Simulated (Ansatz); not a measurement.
# AlAs: from a migration barrier to a jump rate

The calculation used DFT PBE, scalar-relativistic, plane waves, PAW (Ansatz). Settings: plane waves to 420 eV, k-mesh 4×4×4 (Γ-centred), Gaussian smearing 0.05 eV. No spin polarisation.

In a supercell of 16 sites an atom of Al jumps into a neighbouring Al vacancy, a = 4.05 Å from site to site in the perfect crystal, with a cell charge of -3 (uniform background, no finite-size correction; the gap has closed on this mesh at the top of the path, so the charge state is nominal there). A nudged elastic band with 3 inner images puts the highest image 1.853 eV above the start and 1.853 eV above the end. No image climbed, so the top of the path can lie higher. Take it as the barrier; the order of the saddle wasn't checked, and the cell is small.

**Question.** With an assumed attempt frequency of 10¹³ s⁻¹, how often does the jump happen, and how fast does the vacancy diffuse?

**Answer.** Transition-state theory gives Γ = ν exp(−E/k_BT), and one such jump direction contributes Γa²/6 to the vacancy's diffusion coefficient averaged over directions:

| T (K) | E/k_BT | Γ (1/s) | Γa²/6 (cm²/s) |
| --- | --- | --- | --- |
| 300 | 71.7 | 7.5 × 10^-19 | 2.0 × 10^-34 |
| 600 | 35.8 | 2.7 × 10^-3 | 7.5 × 10^-19 |
| 1000 | 21.5 | 4.6 × 10^3 | 1.3 × 10^-12 |
| 1500 | 14.3 | 6.0 × 10^6 | 1.6 × 10^-9 |

The rate reaches one jump a second at T = E/(k_B ln 10¹³) = 718 K. The number of equivalent jumps multiplies D if they link up through the crystal; a hop between two sites alone gives no long-range diffusion, which then waits on a higher barrier. In either case the atoms' own diffusion carries the vacancy concentration and a correlation factor besides. Rows above the melting point are formal, and so are rows where E/k_BT falls under about 3, since the theory needs rare jumps.

**Question.** How much does an error of 0.1 eV in the barrier matter?

**Answer.** It multiplies the rate by exp(0.1 eV/k_BT): 48 at 300 K and 3.2 at 1000 K, more than the usual doubt about ν at low temperature.